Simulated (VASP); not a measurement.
Input of a VASP 6.6.1 run:

The input POSCAR:

```
SnSe2
1.0
    1.9122916090      1.1040620752      6.3350940106
   -1.9122916090      1.1040620752      6.3350940106
    0.0000000000     -2.2081241505      6.3350940106
Sn Se
1 2
Direct
    0.0000000000      0.0000000000      0.0000000000
    0.2505568934      0.2505568934      0.2505568934
    0.7494431066      0.7494431066      0.7494431066
```

File INCAR.step1:

```
ALGO = Normal
EDIFF = 1E-4
ENCUT = 520
GGA = PE
ISMEAR = 0
LASPH = True
LCHARG = False
LREAL = False
LWAVE = True
NBANDS = 20
NELM = 100
PREC = Accurate
SIGMA = 0.01
```

File INCAR.step2:

```
ALGO = Normal
EDIFF = 1E-6
ENCUT = 520
ISIF = 2
ISMEAR = 0
ISTART = 1
LASPH = True
LCHARG = True
LELF = True
LMIXTAU = True
LREAL = False
LVHAR = True
LWAVE = False
METAGGA = R2SCAN
NBANDS = 20
NELM = 100
PREC = Accurate
SIGMA = 0.01
```

KPOINTS

```
k-points
0
Gamma
  6 6 6
```

Potentials or basis: VASP PAW PBE potentials, release 64 (Sn_d, Se).

Run with:

```sh
$ cat potpaw_PBE.64/Sn_d/POTCAR potpaw_PBE.64/Se/POTCAR > POTCAR
$ cp INCAR.step1 INCAR
$ mpirun -np 1 vasp_std > vasp.out
$ cp INCAR.step2 INCAR
$ mpirun -np 1 vasp_std > vasp.out
```

(1) Predict the band gap on the k mesh.

(2) Predict the pressure.

(3) Predict the largest force.

Answers

(1) 0.58 eV, indirect (least direct gap 0.82 eV).

(2) 1.0 GPa.

(3) 0.020 eV/Å.

Caveat: the PAW data sets were made with another functional, which shifts forces and pressure a little; spin-orbit coupling is left out, which moves the levels of the heavy elements.
